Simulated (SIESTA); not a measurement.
Te2Pt (Moncheite) under changes of volume

One of the cells (24.143 Å³/atom); the others are scaled copies at fixed shape and fractional positions:

```
Pt Te
1.0
     4.01000    0.00000    0.00000
    -2.00500    3.47276    0.00000
     0.00000    0.00000    5.20100
Pt Te
1 2
Direct
  0.00000 0.00000 0.00000
  0.66667 0.33333 0.75000
  0.33333 0.66667 0.25000
```

| Item | Value |
| --- | --- |
| Program | SIESTA 5.4.2 |
| Functional | PBEsol |
| Potentials or basis | PseudoDojo 0.4 standard (PBEsol files) |
| Basis | DZP (energy shift 0.003 Ry; two zetas on semicore shells) |
| Grid cutoff | 800 Ry |
| Energy shift | 0.003 Ry |
| k mesh | 8 × 8 × 5 |
| Occupations | fermi-dirac, width 0.05 eV |
| Spin | no spin polarisation |

| volume (Å³/atom) | energy over the lowest point (meV/atom) | pressure (GPa) | largest force (eV/Å) |
| --- | --- | --- | --- |
| 22.694 | ? | ? | ? |
| 23.177 | 91.90 | 13.3 | 1.953 |
| 23.660 | 56.79 | 10.1 | 1.628 |
| 24.143 | 30.71 | 7.2 | 1.339 |
| 24.626 | 13.21 | 4.5 | 1.056 |
| 25.108 | 3.07 | 2.2 | 0.791 |
| 25.591 | 0.00 | 0.0 | 0.562 |

Question: What does the run at 22.694 Å³/atom give?

Answer: Energy over the lowest point 137.51 meV/atom; pressure 17.1 GPa; largest force 2.322 eV/Å.

Worked out: A Birch-Murnaghan fit of order 3 (a polynomial in V^(-2/3)) to the other rows has its minimum at 25.58 Å³/atom with B0 = V·E''(V) = 111 GPa and B' = 3.9 at fixed shape and positions, which overstates the stiffness. It gives 137.12 meV/atom at 22.694 Å³/atom, against the run's 137.51, and -dE/dV = 16.8 GPa, against 17.1.

Energies are extrapolated to zero smearing.

Caveats: short orbitals over semicore shells can move pressures by several GPa; the basis of atomic orbitals isn't converged, which shifts pressures, moduli and gaps; forces of over 1 eV/Å show positions far from the minimum, so gaps and moduli don't describe the material at rest (some runs).
